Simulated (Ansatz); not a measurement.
BaH2:

```xyz
6
Lattice="4.4620 0.0000 0.0000 -2.2310 3.8642 0.0000 0.0000 0.0000 6.0553" Properties=species:S:1:pos:R:3 pbc="T T T"
Ba    0.0000    2.5762    1.5138
Ba    2.2310    1.2881    4.5415
H     0.0000    0.0000    0.0000
H     0.0000    0.0000    3.0276
H     2.2310    1.2881    1.5138
H     0.0000    2.5762    4.5415
```

The cell comes from a database or a generator and needn't be the stable form of this composition.

Base run:

| Quantity | Value |
| --- | --- |
| Program | Ansatz 0.2.0 |
| Functional | PBEsol |
| Potentials or basis | Ansatz PAW |
| Cutoff | 420 eV |
| Density cutoff | 1680 eV |
| k mesh | 7 × 7 × 5 |
| Occupations | fermi-dirac, width 0.05 eV |
| Spin | spin-orbit coupling, no magnetisation |

Its results: band gap on the k mesh 1.78 eV, indirect (least direct gap 2.62 eV); pressure -2.3 GPa.

Task: The run is repeated on the same cell with these changes: functional from PBEsol to r2SCAN; cutoff from 420 eV to 500 eV; density cutoff from 1680 eV to 2000 eV; spin from spin-orbit coupling, no magnetisation to no spin polarisation; potential files from those of the base run to others of the same set. What comes out?

Result: Band gap on the k mesh 2.46 eV, indirect (least direct gap 3.31 eV); pressure -0.6 GPa.

Several settings changed at once, so the effect can't be laid on one alone.

Caveats: the k mesh misses the band edges, so the gap on the mesh is wider than the one along the path; the PAW data sets come from PBE, with cores solved anew for the run's functional, which leaves a small shift of forces and pressure; spin-orbit coupling is left out, which moves the levels of the heavy elements (some runs).

Not every run made on this cell is shown here.
